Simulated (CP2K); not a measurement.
## TiSi2 in CP2K: the effect of dispersion

The system is TiSi2.

```
CELL_PARAMETERS angstrom
6.98595 0.00000 0.00000
-6.09399 3.41567 0.00000
0.00000 0.00000 3.56517
ATOMIC_POSITIONS crystal
Ti 0.10312 0.89688 0.25000
Ti 0.89688 0.10312 0.75000
Si 0.75031 0.24969 0.25000
Si 0.24969 0.75031 0.75000
Si 0.44175 0.55825 0.25000
Si 0.55825 0.44175 0.75000
```

The cell comes from a database or a generator and needn't be the stable form of this composition.

Alike in all runs:

```yaml
Program: CP2K 2026.2
Task: single point
Functional: PBE
Potentials_or_basis: POTENTIAL_UZH Ti GTH-PBE-q12, Si GTH-PBE-q4; DZVP-MOLOPT-PBE-GTH basis
Density_cutoff: 6123 eV
k_mesh: 8 × 8 × 8
Occupations: fermi-dirac, width 0.05 eV
Spin: no spin polarisation
```

```csv
dispersion,pressure (GPa),largest force (eV/Å)
none,1.2,0.18
D2,-1.9,0.06
D3,-3.6,0.19
D3(BJ),-5.0,0.17
D4,?,?
rVV10,0.6,0.20
D3(BJ)+ATM,-4.2,0.17
```

Problem. What does the run with dispersion D4 give?

Solution. Pressure -3.1 GPa; largest force 0.17 eV/Å.

Caveats: the basis of atomic orbitals isn't converged, which shifts pressures, moduli and gaps; pairwise dispersion overbinds metals, which lowers pressure and volume (some runs).
